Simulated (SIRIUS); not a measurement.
Sn:

```
CELL_PARAMETERS angstrom
0.00000 3.23334 3.23334
3.23334 0.00000 3.23334
3.23334 3.23334 0.00000
ATOMIC_POSITIONS crystal
Sn 0.75000 0.75000 0.75000
Sn 0.50000 0.50000 0.50000
```

This isn't the form of Sn at room conditions, which is tetragonal (white tin).

| Property | Result |
| --- | --- |
| Program | SIRIUS 7.10.0 |
| Task | relaxation of cell and atoms |
| Functional | PBE |
| Potentials or basis | PseudoDojo 0.4.1 PBE standard (scalar relativistic) |
| Cutoff | 983 eV |
| Density cutoff | 3932 eV |
| k mesh | 3 × 3 × 3 |
| Occupations | fermi-dirac, width 0.05 eV |
| Spin | no spin polarisation |

At the start: pressure 5.8 GPa; volume 33.80 Å³/atom.

Question: Where does the relaxation end?

Answer: Over 4 steps the energy falls by 80.4 meV/atom and the volume is 38.72 Å³/atom (+14.5 %); space group Fd-3m (No. 227, to 0.05 Å).

The path:
```csv
step,energy change (eV),largest force (eV/Å),pressure (GPa),volume (Å³)
1,0.0000,0.0000,5.77,67.61
2,-0.0569,0.0000,4.44,69.39
3,-0.1594,0.0000,0.44,76.51
4,-0.1608,0.0000,0.04,77.43
```

Final structure:
```yaml
crystal:
  lattice:
    - [0.00000, 3.38294, 3.38294]
    - [3.38294, 0.00000, 3.38294]
    - [3.38294, 3.38294, 0.00000]
  atoms:
    - { symbol: Sn, position: [0.75000, 0.75000, 0.75000] }
    - { symbol: Sn, position: [0.50000, 0.50000, 0.50000] }
```

Caveat: the k mesh is coarse (spacing up to 0.56 Å⁻¹), so the values aren't converged.
